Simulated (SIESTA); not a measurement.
## Cu: equation of state with PBE

The system is Cu.

```xyz
2
Lattice="2.5341 0.0000 0.0000 -1.2670 2.1946 0.0000 0.0000 0.0000 4.1126" Properties=species:S:1:pos:R:3 pbc="T T T"
Cu    1.2670    0.7315    3.0844
Cu    0.0000    1.4631    1.0281
```

This isn't the form of Cu at room conditions, which is fcc.

```yaml
Program: SIESTA 5.4.2
Task: equation of state
Functional: PBE
Potentials_or_basis: PseudoDojo 0.4 standard (PBE files)
Basis: DZP (energy shift 0.003 Ry; two zetas on semicore shells)
Grid_cutoff: 800 Ry
Energy_shift: 0.003 Ry
k_mesh: 12 × 12 × 7
Occupations: fermi-dirac, width 0.05 eV
Spin: no spin polarisation
```

```yaml
Equilibrium_volume: 11.95 Å³/atom
Bulk_modulus_at_fixed_shape_and_positions: 152 GPa
Pressure_derivative_of_the_bulk_modulus: 4.0
```

Energy against volume, from the lowest point:
| volume (Å³/atom) | energy (meV/atom) |
| --- | --- |
| 10.749 | 67.85 |
| 10.978 | 42.78 |
| 11.207 | 24.19 |
| 11.436 | 11.02 |
| 11.664 | 3.07 |
| 11.893 | 0.00 |
| 12.122 | 0.92 |

All runs of the series together: 9.3 min on 1 thread of Intel(R) Xeon(R) Processor @ 2.70GHz, with other jobs on the host.

Caveat: short orbitals over semicore shells can move pressures by several GPa; the cell was scaled at fixed shape and fractional positions, which overstates the stiffness of a crystal with free parameters, most of all of layers and chains; the basis of atomic orbitals isn't converged, which shifts pressures, moduli and gaps.
